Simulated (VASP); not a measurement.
A run of VASP 6.6.1 is set up as follows.

Contents of INCAR:

```
SYSTEM = C
PREC = Accurate
ENCUT = 520
EDIFF = 1E-7
ISMEAR = 0
SIGMA = 0.1
LREAL = .False.
LASPH = .True.
NELM = 100
ALGO = Normal
ISIF = 2
LWAVE = .False.
LCHARG = .True.
GGA = PE
LELF = .True.
LVHAR = .True.
NBANDS = 8
```

The input KPOINTS:

```
Automatic mesh
0
Gamma
  8 8 8
  0 0 0
```

Contents of POSCAR:

```
C
1.0
   -1.4140746251      1.4140746251      1.4140746251
    1.4140746251     -1.4140746251      1.4140746251
    1.4140746251      1.4140746251     -1.4140746251
C
1
Direct
    0.0000000000      0.0000000000      0.0000000000
```

Potentials or basis: VASP PAW PBE potentials, release 64 (C).

Launch:

```sh
$ cat potpaw_PBE.64/C/POTCAR > POTCAR
$ mpirun -np 1 vasp_std > vasp.out
```

Question: Estimate the band gap on the k mesh.

Answer: None (metal or under the smearing width).

Question: What does it give for the pressure?

Answer: -30.0 GPa.

Caveat: the k mesh is coarse (spacing up to 0.39 Å⁻¹), so the values aren't converged; so large a pressure means that the cell lies far from this level's equilibrium, or that cutoff or potentials fall short.
